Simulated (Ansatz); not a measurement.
## Structures of ZrN2: which is lowest?

Plane-wave DFT in Ansatz with scalar-relativistic PAW potentials, cutoff 500 eV, Γ-centred meshes chosen by cell and gap, Gaussian smearing with energies taken to zero width. Every cell was relaxed (cell and atoms) in a run of its own, within the symmetry of its start. Functional: r2SCAN.

Relaxed structures (starts from databases or built by putting these elements on another compound's sites):
A. P4_2/nmc, 6 atoms in the computed cell, a = 4.079 Å, c = 4.047 Å; sites (symmetry × multiplicity) Zr -4m2 × 2, N 2mm. × 4; start: built
B. I4_1/amd, 6 atoms in the computed cell, a = 4.187 Å, c = 10.513 Å; sites (symmetry × multiplicity) Zr -4m2 × 4, N 2mm. × 8; start: built

Question: Rank them by energy. Could pressure change the order?

Answer:
| structure | group | E − E(lowest) (meV/atom) | V (Å³/atom) | gap on mesh (eV) |
| --- | --- | --- | --- | --- |
| A | P4_2/nmc | 0.0 | 11.22 | 0.00 |
| B | I4_1/amd | 503 | 15.36 | 0.00 |

A is lowest, 503 meV/atom under B. The lowest is also the densest of these, so pressure wouldn't bring one of the others in at first order. Other structures may lie lower than all of these, and vibrations aren't counted.